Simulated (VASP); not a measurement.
# F2 in VASP: notebook

One molecule, F2, is run at these levels: PBE, PBE0+D4, LDA, BLYP, TPSS+TS; tasks: electron localisation function, single point, relaxation of the atoms.

Everything below comes from runs of VASP 6.6.1. Logs are shortened: lines on timing, memory, paths and dates and some standing lists are left out, and cuts for length are marked.

## Step 1: The structure

The cell holds a molecule in a box, 2 atoms: a = 11.000 Å, b = 10.000 Å, c = 10.000 Å, α = 90.00°, β = 90.00°, γ = 90.00°.

## Step 2: Electron localisation function, PBE

INCAR

```
SYSTEM = F
PREC = Accurate
ENCUT = 520
EDIFF = 1E-6
ISMEAR = 0
SIGMA = 0.01
LREAL = .False.
LASPH = .True.
NELM = 80
ALGO = Normal
ISIF = 2
LWAVE = .False.
LCHARG = .True.
GGA = PE
LELF = .True.
```

KPOINTS

```
regular mesh
0
Gamma
  1 1 1
  0 0 0
```

POSCAR

```
F
1.0
   11.0000000000      0.0000000000      0.0000000000
    0.0000000000     10.0000000000      0.0000000000
    0.0000000000      0.0000000000     10.0000000000
F
2
Direct
    0.4481000000      0.5233400000      0.4739000000
    0.5542636400      0.4808600000      0.5329000000
```

Potentials or basis: VASP PAW PBE potentials, release 64 (F).

The run is started by

```sh
cat potpaw_PBE.64/F/POTCAR > POTCAR
mpirun -np 1 vasp_gam > vasp.out
```

OUTCAR:

```text
SYSTEM = F
   PREC = Accurate
   ENCUT = 520
   EDIFF = 1E-6
   ISMEAR = 0
   LREAL = .False.
   LASPH = .True.
   NELM = 80
   ISIF = 2
   GGA = PE

 ion  position               nearest neighbor table
   1  0.448  0.523  0.474-   2 1.38
   2  0.554  0.481  0.533-   1 1.38

  LATTYP: Found a simple tetragonal cell.
 ALAT       =    10.0000000000
 C/A-ratio  =     1.1000000000

  Lattice vectors:

 A1 = (   0.0000000000,  10.0000000000,   0.0000000000)
 A2 = (   0.0000000000,   0.0000000000,  10.0000000000)
 A3 = (  11.0000000000,   0.0000000000,   0.0000000000)

Analysis of symmetry for initial positions (statically):
=====================================================================
 Subroutine PRICEL returns:
 Original cell was already a primitive cell.

 Routine SETGRP: Setting up the symmetry group for a
 simple tetragonal supercell.

 Subroutine GETGRP returns: Found  2 space group operations
 (whereof  1 operations were pure point group operations)
 out of a pool of 16 trial point group operations.

The static configuration has the point symmetry C_1 .
 The point group associated with its full space group is S_2 .

Analysis of symmetry for dynamics (positions and initial velocities):
=====================================================================
 Subroutine PRICEL returns:
 Original cell was already a primitive cell.

 Routine SETGRP: Setting up the symmetry group for a
 simple tetragonal supercell.

 Subroutine GETGRP returns: Found  2 space group operations
 (whereof  1 operations were pure point group operations)
 out of a pool of 16 trial point group operations.

The dynamic configuration has the point symmetry C_1 .
 The point group associated with its full space group is S_2 .

 Subroutine INISYM returns: Found  2 space group operations
 (whereof  1 operations are pure point group operations),
 and found     1 'primitive' translations

----------------------------------------------------------------------------------------

                                     Primitive cell

  volume of cell :    1100.0000

  direct lattice vectors                    reciprocal lattice vectors
    11.000000000  0.000000000  0.000000000     0.090909091  0.000000000  0.000000000
     0.000000000 10.000000000  0.000000000     0.000000000  0.100000000  0.000000000
     0.000000000  0.000000000 10.000000000     0.000000000  0.000000000  0.100000000

  length of vectors
    11.000000000 10.000000000 10.000000000     0.090909091  0.100000000  0.100000000

  position of ions in fractional coordinates (direct lattice)
     0.448100000  0.523340000  0.473900000
     0.554263640  0.480860000  0.532900000

  ion indices of the primitive-cell ions
   primitive index   ion index
                 1           1
                 2           2

----------------------------------------------------------------------------------------

 KPOINTS: regular mesh

Automatic generation of k-mesh.
 Grid dimensions read from file:
 generate k-points for:    1    1    1

 Generating k-lattice:

  Cartesian coordinates                     Fractional coordinates (reciprocal lattice)
     0.090909091  0.000000000  0.000000000     1.000000000  0.000000000  0.000000000
     0.000000000  0.100000000  0.000000000     0.000000000  1.000000000  0.000000000
     0.000000000  0.000000000  0.100000000     0.000000000  0.000000000  1.000000000

  Length of vectors
     0.090909091  0.100000000  0.100000000

  Shift w.r.t. Gamma in fractional coordinates (k-lattice)
     0.000000000  0.000000000  0.000000000

 Subroutine IBZKPT returns following result:
 ===========================================

 Found      1 irreducible k-points:

 Following reciprocal coordinates:
            Coordinates               Weight
  0.000000  0.000000  0.000000      1.000000
   k-points           NKPTS =      1   k-points in BZ     NKDIM =      1   number of bands    NBANDS=     11
   number of dos      NEDOS =    301   number of ions     NIONS =      2
   total plane-waves  NPLWV = 537600
   dimension x,y,z NGX =    84 NGY =   80 NGZ =   80
   dimension x,y,z NGXF=   168 NGYF=  160 NGZF=  160
   ions per type =               2
   NGX,Y,Z   is equivalent  to a cutoff of  12.70, 13.30, 13.30 a.u.
   NGXF,Y,Z  is equivalent  to a cutoff of  25.39, 26.60, 26.60 a.u.
 SYSTEM =  F
   PREC   = accura    normal or accurate (medium, high low for compatibility)
   ISTART =      0    job   : 0-new  1-cont  2-samecut
   ICHARG =      2    charge: 1-file 2-atom 10-const
   ISPIN  =      1    spin polarized calculation?
   LNONCOLLINEAR =      F non collinear calculations
   LSORBIT =      F    spin-orbit coupling
   LASPH  =      T    aspherical Exc in radial PAW
   ENCUT  =  520.0 eV  38.22 Ry    6.18 a.u.  20.45 18.59 18.59*2*pi/ulx,y,z
   NELM   =     80;   NELMIN=  2; NELMDL= -5     # of ELM steps
   EDIFF  = 0.1E-05   stopping-criterion for ELM
   LREAL  =      F    real-space projection
   EDIFFG = 0.1E-04   stopping-criterion for IOM
   NSW    =      0    number of steps for IOM
   IBRION =     -1    ionic relax: 0-MD 1-quasi-New 2-CG
   NFREE  =      0    steps in history (QN), initial steepest desc. (CG)
   ISIF   =      2    stress and relaxation
   ISYM   =      2    0-nonsym 1-usesym 2-fastsym
   POTIM  = 0.5000    time-step for ionic-motion
   TEBEG  =    0.0;   TEEND  =   0.0 temperature during run
   PSTRESS=    0.0 pullay stress
   NELECT =      14.0000    total number of electrons
   NUPDOWN=      -1.0000    fix difference up-down
   EMIN   =  10.00;   EMAX   =-10.00  energy-range for DOS
   EFERMI =   0.00;   METHOD = LEGACY
   ISMEAR =     0;   SIGMA  =   0.01  broadening in eV -4-tet -1-fermi 0-gaus
   EFERMI_NEDOS =   21; number of points for ismear=-14 and -15
   IALGO  =     38    algorithm
   IMIX   =      4    mixing-type and parameters
     AMIX     =   0.40;   BMIX     =  1.00
     AMIX_MAG =   1.60;   BMIX_MAG =  1.00
  volume/ion in A,a.u.               =     550.00      3711.58
  Fermi-wavevector in a.u.,A,eV,Ry     =   0.382226  0.722302  1.987764  0.146097
  Thomas-Fermi vector in A             =   1.318299
   LORBIT       =      0    0 simple, 1 ext, 2 COOP (PROOUT), +10 PAW based schemes
   GGA     = PE    functional components
   LHFCALC =     F    Hartree Fock is set to
   AEXX    =    0.0000 exact exchange contribution
   IVDW    =     0    specifies the selected vdW correction
   LEPSILON=     F    determine dielectric tensor
   LRPA    =     F    only Hartree local field effects (RPA)
 non-spin polarized calculation
 Gauss-broadening in eV      SIGMA  =   0.01
  energy-cutoff  :      520.00
  volume of cell :     1100.00
 maximum number of plane-waves:     14859
 NGX is ok and might be reduce to    84
   NGX = 41   NGY = 37   NGZ = 37

 number of electron      13.9999999 magnetization

 Free energy of the ion-electron system (eV)
  ---------------------------------------------------
  ext. energy  EPLUGINS =         0.00000000
  ---------------------------------------------------
  free energy    TOTEN  =        -3.57290495 eV

  energy without entropy =       -3.57290495  energy(sigma->0) =       -3.57290495

 E-fermi :  -9.1164     XC(G=0):  -0.4849

 val. band max:       -9.1675911897   @ k =   0.0000   0.0000   0.0000
 cond. band min:      -5.1314988782   @ k =   0.0000   0.0000   0.0000
 fundamental gap:      4.0360923115
 Fermi energy:        -9.1163522702

 k-point     1 :       0.0000    0.0000    0.0000
  band No.  band energies     occupation
      1     -34.4464      2.00000
      2     -27.3329      2.00000
      3     -15.4361      2.00000
      4     -12.9124      2.00000
      5     -12.9124      2.00000
      6      -9.1676      2.00000
      7      -9.1676      2.00000
      8      -5.1315      0.00000
      9      -0.2815      0.00000
     10       0.9826      0.00000
     11       1.0050      0.00000

------------------------ aborting loop because EDIFF is reached ----------------------------------------

  FORCE on cell =-STRESS in cart. coord.  units (eV):
  Direction    XX          YY          ZZ          XY          YZ          ZX
  --------------------------------------------------------------------------------------
  -------------------------------------------------------------------------------------
  Total        1.8542960      0.1505553      0.3919858     -0.7161238     -0.3617286      0.9945095
  in kB        2.7008282      0.2192876      0.5709370     -1.0430522     -0.5268666      1.4485278
  external PRESSURE =       1.1636843 kB  Pullay stress =       0.0000000 kB

 VOLUME and BASIS-vectors are now :
 -----------------------------------------------------------------------------
  energy-cutoff  :      520.00
  volume of cell :     1100.00
      direct lattice vectors                 reciprocal lattice vectors
    11.000000000  0.000000000  0.000000000     0.090909091  0.000000000  0.000000000
     0.000000000 10.000000000  0.000000000     0.000000000  0.100000000  0.000000000
     0.000000000  0.000000000 10.000000000     0.000000000  0.000000000  0.100000000

 POSITION                                       TOTAL-FORCE (eV/Angst)
 -----------------------------------------------------------------------------------
      4.92910      5.23340      4.73900        -1.673613      0.608991     -0.845577
      6.09690      4.80860      5.32900         1.673613     -0.608991      0.845577
 -----------------------------------------------------------------------------------
    total drift:                                0.000110      0.000159     -0.000028

  FREE ENERGIE OF THE ION-ELECTRON SYSTEM (eV)
  ---------------------------------------------------
  free  energy   TOTEN  =        -3.5729049528 eV

  energy  without entropy=       -3.5729049528  energy(sigma->0) =       -3.57290495
```

Run time: 44 s. Hardware: 1 thread of AMD EPYC 9R45 (Zen 5), shared host; peak memory 0.8 GiB.

Results:

| Quantity | Value |
| --- | --- |
| Free energy | -3.5729 eV |
| Largest force | 1.972 eV/Å |
| Gap between the frontier levels | 4.04 eV |

Forces on the atoms (eV/Å):
```
F   -1.674  0.609 -0.846
F    1.674 -0.609  0.846
```

Levels at points of the mesh, in eV from the valence-band top:
| k point | band 4 | band 5 | band 6 | band 7 | band 8 | band 9 | band 10 | band 11 |
| --- | --- | --- | --- | --- | --- | --- | --- | --- |
| (0.00, 0.00, 0.00) | -3.74 | -3.74 | 0.00 | 0.00 | 4.04 | 8.89 | 10.15 | 10.17 |

## Step 3: Single point, PBE0+D4

POSCAR

```
F
1.0
   11.0000000000      0.0000000000      0.0000000000
    0.0000000000     10.0000000000      0.0000000000
    0.0000000000      0.0000000000     10.0000000000
F
2
Cartesian
    4.9291000000      5.2334000000      4.7390000000
    6.0969000400      4.8086000000      5.3290000000
```

INCAR.step1

```
SYSTEM = F
PREC = Accurate
ENCUT = 520
EDIFF = 1E-5
ISMEAR = 0
SIGMA = 0.01
LREAL = .FALSE.
LASPH = .TRUE.
NELM = 80
ALGO = Normal
ISIF = 2
LWAVE = .TRUE.
LCHARG = .FALSE.
NBANDS = 14
GGA = PE
```

INCAR.step2

```
SYSTEM = F
PREC = Accurate
ENCUT = 520
EDIFF = 1E-7
ISMEAR = 0
SIGMA = 0.01
LREAL = .FALSE.
LASPH = .TRUE.
NELM = 80
ALGO = Normal
ISIF = 2
LWAVE = .FALSE.
LCHARG = .FALSE.
GGA = PE
LHFCALC = .TRUE.
AEXX = 0.25
PRECFOCK = Fast
IVDW = 13
NBANDS = 14
ISTART = 1
```

KPOINTS

```
Automatic mesh
0
G
  1 1 1
  0 0 0
```

Potentials or basis: VASP PAW PBE potentials, release 64 (F).

The run is started by

```sh
cat potpaw_PBE.64/F/POTCAR > POTCAR
cp INCAR.step1 INCAR
mpirun -np 1 vasp_gam > vasp.out
cp INCAR.step2 INCAR
mpirun -np 1 vasp_gam > vasp.out
```

Wall time 2.3 min (1 thread of AMD EPYC 9R45 (Zen 5), shared host); peak memory 0.85 GiB.

The run converged. Its results:

| Item | Value |
| --- | --- |
| Free energy | -7.2010 eV |
| Largest force | 0.610 eV/Å |
| Gap between the frontier levels | 8.25 eV |
| Dispersion energy per atom | -0.002 eV |

Forces on the atoms (eV/Å):
```
F   -0.514  0.194 -0.267
F    0.514 -0.194  0.267
```

Levels at points of the mesh, in eV from the valence-band top:
```csv
k point,band 4,band 5,band 6,band 7,band 8,band 9,band 10,band 11
"(0.00, 0.00, 0.00)",-3.91,-3.91,0.00,0.00,8.25,11.44,12.69,12.71
```

Caveat: the PAW data sets were made with another functional, which shifts forces and pressure a little.

## Step 4: Single point, LDA

INCAR

```
ALGO = Normal ; EDIFF = 1E-6
ENCUT = 520 ; GGA = CA
ISIF = 2 ; ISMEAR = 0
LASPH = T ; LCHARG = T
LELF = T ; LREAL = F
LVACPOTAV = T ; LVHAR = T
LWAVE = F ; NBANDS = 14
NELM = 80 ; PREC = Accurate
SIGMA = 0.01
```

KPOINTS

```
k-points
0
Gamma
  1 1 1
```

POSCAR

```
F
1.0
   11.0000000000      0.0000000000      0.0000000000
    0.0000000000     10.0000000000      0.0000000000
    0.0000000000      0.0000000000     10.0000000000
F
2
Direct
    0.4481000000      0.5233400000      0.4739000000
    0.5542636400      0.4808600000      0.5329000000
```

Potentials or basis: VASP PAW LDA potentials, release 64 (F).

The run is started by

```sh
cat potpaw_LDA.64/F/POTCAR > POTCAR
mpirun -np 1 vasp_gam > vasp.out
```

It took 27 s on 1 thread of AMD EPYC 9R45 (Zen 5), shared host; peak memory 0.52 GiB.

It converged, with:

| Property | Result |
| --- | --- |
| Free energy | -4.0930 eV |
| Largest force | 0.976 eV/Å |
| Gap between the frontier levels | 3.82 eV |

Forces in eV/Å, atoms in the order of the input:
```
F   -0.829  0.302 -0.418
F    0.829 -0.302  0.418
```

Levels at points of the mesh, in eV from the valence-band top:
```csv
k point,band 3,band 4,band 5,band 6,band 7,band 8,band 9,band 10,band 11,band 12
"(0.00, 0.00, 0.00)",-6.40,-3.80,-3.80,0.00,0.00,3.82,9.13,10.37,10.41,10.65
```

As with any semilocal functional, this LDA gap is likely too small.

## Step 5: Relaxation of the atoms, BLYP

INCAR

```
SYSTEM = F
AGGAC = 1.0 ; AGGAX = 1.0
ALDAC = 0.0 ; ALDAX = 1.0
ALGO = Normal ; EDIFF = 1E-7
EDIFFG = -0.02 ; ENCUT = 400
GGA = B5 ; IBRION = 2
ISIF = 2 ; ISMEAR = 0
LASPH = .True. ; LCHARG = .False.
LREAL = .False. ; LWAVE = .False.
NELM = 60 ; NSW = 40
PREC = Accurate ; SIGMA = 0.01
```

KPOINTS

```
k-points
0
Gamma
  1 1 1
  0 0 0
```

POSCAR is that of step 4.

Potentials or basis: VASP PAW PBE potentials, release 64 (F_s).

The run is started by

```sh
cat potpaw_PBE.64/F_s/POTCAR > POTCAR
mpirun -np 1 vasp_gam > vasp.out
```

Run time: 12 min. Hardware: 1 thread of AMD EPYC 9R45 (Zen 5), shared host; peak memory 0.67 GiB.

The run converged. Its results:

```yaml
Free_energy: -3.3608 eV
Energy_gained_by_relaxing: 90.7 meV/atom
Ionic_steps: 7
Gap_between_the_frontier_levels: 2.90 eV
```

Step by step:
```tsv
step	energy change (eV)	largest force (eV/Å)	pressure (GPa)
1	0.0000	4.4162	0.29
2	0.7815	3.9470	-0.35
3	0.0481	2.9436	-0.24
4	-0.1516	1.2985	-0.10
5	-0.1790	0.4122	0.02
6	-0.1813	0.0633	-0.01
7	-0.1813	0.0013	-0.01
```

Final structure:
```
CELL_PARAMETERS angstrom
11.00000 0.00000 0.00000
0.00000 10.00000 0.00000
0.00000 0.00000 10.00000
ATOMIC_POSITIONS crystal
F 0.44457 0.52475 0.47194
F 0.55779 0.47945 0.53486
```

Levels at points of the mesh, in eV from the valence-band top:
```tsv
k point	band 5	band 6	band 7	band 8	band 9	band 10
(0.00, 0.00, 0.00)	-2.88	0.00	0.00	2.90	9.32	10.57
```

Caveat: the PAW data sets were made with another functional, which shifts forces and pressure a little. BLYP gaps usually lie below the measured ones, often by a third to a half.

## Step 6: Single point, TPSS+TS

INCAR

```
SYSTEM = F
PREC = Accurate
ENCUT = 520
EDIFF = 1E-6
ISMEAR = 0
SIGMA = 0.01
LREAL = .FALSE.
LASPH = .TRUE.
NELM = 60
ALGO = Normal
ISIF = 2
LWAVE = .FALSE.
LCHARG = .FALSE.
METAGGA = TPSS
LMIXTAU = .TRUE.
IVDW = 2
NBANDS = 14
```

KPOINTS

```
Automatic mesh
0
G
  1 1 1
  0 0 0
```

POSCAR

```
F
1.0
   11.0000000000      0.0000000000      0.0000000000
    0.0000000000     10.0000000000      0.0000000000
    0.0000000000      0.0000000000     10.0000000000
F
2
Cartesian
    4.9291000000      5.2334000000      4.7390000000
    6.0969000400      4.8086000000      5.3290000000
```

Potentials or basis: VASP PAW PBE potentials, release 64 (F).

The run is started by

```sh
cat potpaw_PBE.64/F/POTCAR > POTCAR
mpirun -np 1 vasp_gam > vasp.out
```

It took 5.2 min on 1 thread of AMD EPYC 9R45 (Zen 5), shared host; peak memory 1 GiB.

It converged, with:

| Property | Result |
| --- | --- |
| Free energy | -8.9029 eV |
| Largest force | 2.430 eV/Å |
| Gap between the frontier levels | 4.45 eV |
| Dispersion energy per atom | 0.000 eV |

Forces in eV/Å, atoms in the order of the input:
```
F   -2.063  0.750 -1.042
F    2.063 -0.750  1.042
```

Levels at points of the mesh, in eV from the valence-band top:
| k point | band 3 | band 4 | band 5 | band 6 | band 7 | band 8 | band 9 | band 10 | band 11 | band 12 |
| --- | --- | --- | --- | --- | --- | --- | --- | --- | --- | --- |
| (0.00, 0.00, 0.00) | -6.04 | -3.76 | -3.76 | 0.00 | 0.00 | 4.45 | 9.06 | 10.29 | 10.34 | 10.57 |

Caveat: the PAW data sets were made with another functional, which shifts forces and pressure a little. TPSS opens gaps a little over a GGA but as a rule still falls short of measured ones.

## Step 7: The reference run

An earlier run on the cell as given: functional PBE; potentials or basis VASP PAW PBE potentials, release 64 (F); cutoff 520 eV; k mesh 1 × 1 × 1; occupations gaussian, width 0.01 eV; no spin polarisation.

- Largest force: 1.972 eV/Å
- Gap between the frontier levels: 4.04 eV

## Step 8: The runs side by side

| task | level | potentials or basis | cell | cutoff (eV) | grid for exact exchange (PRECFOCK) | exchange at q = 0 | gap on the mesh (eV) | largest force (eV/Å) |
| --- | --- | --- | --- | --- | --- | --- | --- | --- |
| electron localisation function | PBE | VASP PAW PBE potentials, release 64 (F) | as given | 520 | - | - | 4.04 | 1.97 |
| single point | PBE0+D4 | VASP PAW PBE potentials, release 64 (F) | as given | 520 | Fast | default | 8.25 | 0.61 |
| single point | LDA | VASP PAW LDA potentials, release 64 (F) | as given | 520 | - | - | 3.82 | 0.98 |
| relaxation of the atoms | BLYP | VASP PAW PBE potentials, release 64 (F_s) | atoms relaxed | 400 | - | - | 2.90 | - |
| single point | TPSS+TS | VASP PAW PBE potentials, release 64 (F) | as given | 520 | - | - | 4.45 | 2.43 |
| single point | PBE | VASP PAW PBE potentials, release 64 (F) | as given | 520 | - | - | 4.04 | 1.97 |

Alike in all rows: no spin polarisation; k mesh 1 × 1 × 1; smearing gaussian 0.01 eV.

Caveats: the PAW data sets were made with another functional, which shifts forces and pressure a little (some runs).

Total energies depend on the potentials used, so only differences within one code and one set of settings carry meaning.
